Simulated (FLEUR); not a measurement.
Runs of FLEUR MaX-R8.1 (later development tree) on CdF2. Symmetry: Fm-3m, No. 225, cubic system. The conventional cell has a = 5.388 Å, b = 5.388 Å, c = 5.388 Å, α = 90.00°, β = 90.00°, γ = 90.00°. Cd (site symmetry m-3m) is surrounded by 8 F at 2.33 Å. F (site symmetry -43m) has 4 Cd at 2.33 Å as nearest neighbours. 

```tsv
task	level	gmax	muffin-tin radii	max iterations	mixing factor	mixer	kmax	gap on the mesh (eV)
single point	PBEsol	14.3 1/bohr	Cd 2.4, F 1.56 bohr	60	0.05	Anderson	4.62 1/bohr	2.95
band structure	r2SCAN	13.9 1/bohr	Cd 2.47, F 1.61 bohr	80	0.05	Anderson	4.47 1/bohr	(a)
band structure	LDA	13.9 1/bohr	Cd 2.47, F 1.61 bohr	60	0.05	Anderson	4.47 1/bohr	2.82
band structure	PBEsol	13.9 1/bohr	Cd 2.47, F 1.61 bohr	60	0.05	Anderson	4.47 1/bohr	2.95
```

Alike in all rows: potentials or basis all-electron, FLAPW; no spin polarisation; cell as given; k mesh 9 × 9 × 9; smearing fermi-dirac 0.05 eV.

Task: Fill in the values left out.

Result: (a) 3.85.

Caveats: an odd mesh through Γ misses points on the zone boundary, where band edges often lie (some runs); the meta-GGA is that of a development version, with a GGA for the radial functions and cores and without core tails (some runs).

A k mesh can miss the band edges, and the runs leave out spin-orbit coupling on Cd.

Not every run made on this cell is shown here.
